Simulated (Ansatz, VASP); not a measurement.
# TaSi2 in VASP and in Ansatz

The input INCAR:

```
ALGO     = Normal         # electronic algorithm
EDIFF    = 1E-7           # SCF threshold, eV
ENCUT    = 520            # plane-wave cutoff, eV
GGA      = PE             # functional
ISIF     = 2              # what is computed and relaxed
ISMEAR   = 0              # smearing method
LASPH    = T              # aspherical terms in the spheres
LCHARG   = T              # write CHGCAR
LELF     = T              # ELF
LREAL    = F              # projectors in reciprocal space
LVHAR    = T            
LWAVE    = F              # write WAVECAR
NBANDS   = 16             # bands
NELM     = 80             # most SCF steps
PREC     = Accurate       # precision mode
SIGMA    = 0.1            # smearing width, eV
```

The input KPOINTS:

```
k-points
0
Gamma
  8 8 8
```

POSCAR

```
TaSi2
1.0
   -1.6369702065      1.6369702065      3.9881639665
    1.6369702065     -1.6369702065      3.9881639665
    1.6369702065      1.6369702065     -3.9881639665
Si Ta
2 1
Direct
    0.3345744057      0.3345744057      0.0000000000
    0.6654255943      0.6654255943      0.0000000000
    0.0000000000      0.0000000000      0.0000000000
```

Input for Ansatz:

```yaml
crystal:
  lattice:
    - [-1.6369702065, 1.6369702065, 3.9881639665]
    - [1.6369702065, -1.6369702065, 3.9881639665]
    - [1.6369702065, 1.6369702065, -3.9881639665]
  atoms:
    - { symbol: Si, position: [0.3345744057, 0.3345744057, 0.0] }
    - { symbol: Si, position: [0.6654255943, 0.6654255943, 0.0] }
    - { symbol: Ta, position: [0.0, 0.0, 0.0] }
basis:
  ecutwfc: 420
kpoints:
  mp_grid: { grid: [8, 8, 8] }
hamiltonian:
  xc: pbe
scf:
  occupations: { method: gaussian, width: 0.1 }
output:
  forces: true
  stress: true
  eigenvalues: true
```

Alike in both runs: task single point; functional PBE; k mesh 8 × 8 × 8; occupations gaussian, width 0.1 eV; no spin polarisation.

```csv
,VASP,Ansatz
version,VASP 6.6.1,Ansatz 0.2.0
potentials or method,"VASP PAW PBE potentials, release 64 (Si, Ta_pv)","scalar-relativistic, plane waves, PAW"
plane-wave cutoff (eV),520,420
valence electrons in the cell,19,21
```

```csv
,VASP,Ansatz,Ansatz less VASP
gap on the k mesh at the Fermi level (eV),none,none,-
pressure (GPa),8.1,7.9,-0.12
largest component of the traceless stress (GPa),5.72,5.77,+0.044
rms of the force components (eV/Å),0.158,0.156,-0.0016
```

Atom by atom the forces differ by 0.002 eV/Å (rms over components). A gap of «none» marks a metal or a gap that the smearing closes. The two sets of potentials don't hold the same shells in valence.

The runs have no spin-orbit coupling, so splittings on Ta are missing.
